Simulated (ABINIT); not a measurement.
**Au: band structure with rSCAN**

Crystal: Au.

```
Au
1.0
     0.00000    2.03500    2.03500
     2.03500    0.00000    2.03500
     2.03500    2.03500    0.00000
Au
1
Direct
  0.00000 0.00000 0.00000
```

```yaml
Program: ABINIT 10.8.3 (patched build)
Task: band structure
Functional: rSCAN
Potentials_or_basis: JTH PAW PBE v2.0
Cutoff: 816 eV
k_mesh: 11 × 11 × 11
Occupations: fermi-dirac, width 0.05 eV
Spin: no spin polarisation
Fine-grid_cutoff: 1414.99 eV
```

```json
{
  "Pressure": "7.1 GPa",
  "Band gap on the k mesh": "none (metal or under the smearing width)",
  "Valence electrons inside the program's atomic spheres": "Au 9.54 (radii [1.3275] Å)"
}
```

Levels at the corners of the path, in eV from the Fermi level:
| point | band 3 | band 4 | band 5 | band 6 | band 7 | band 8 |
| --- | --- | --- | --- | --- | --- | --- |
| Γ | -5.11 | -5.11 | -3.55 | -3.55 | 15.79 | 19.88 |
| X | -2.35 | -1.95 | -1.95 | 1.10 | 6.05 | 10.64 |
| W | -5.57 | -3.68 | -1.95 | 5.02 | 6.60 | 6.60 |
| K | -4.18 | -3.25 | -2.41 | 4.11 | 4.86 | 7.76 |
| Γ | -5.11 | -5.11 | -3.55 | -3.55 | 15.79 | 19.88 |
| L | -5.16 | -2.29 | -2.29 | -0.95 | 3.17 | 15.14 |
| U | -4.18 | -3.25 | -2.41 | 4.11 | 4.86 | 7.76 |
| W | -5.57 | -3.68 | -1.95 | 5.02 | 6.60 | 6.60 |
| L | -5.16 | -2.29 | -2.29 | -0.95 | 3.17 | 15.14 |
| K | -4.18 | -3.25 | -2.41 | 4.11 | 4.86 | 7.76 |

Wall time 7.3 min on 1 thread of Intel(R) Xeon(R) Platinum 8259CL CPU @ 2.50GHz (Skylake/Cascade Lake), on a shared host, peak memory 0.13 GiB.

Caveat: the PAW data sets were made with another functional, which shifts forces and pressure a little; spin-orbit coupling is left out, which moves the levels of the heavy elements.
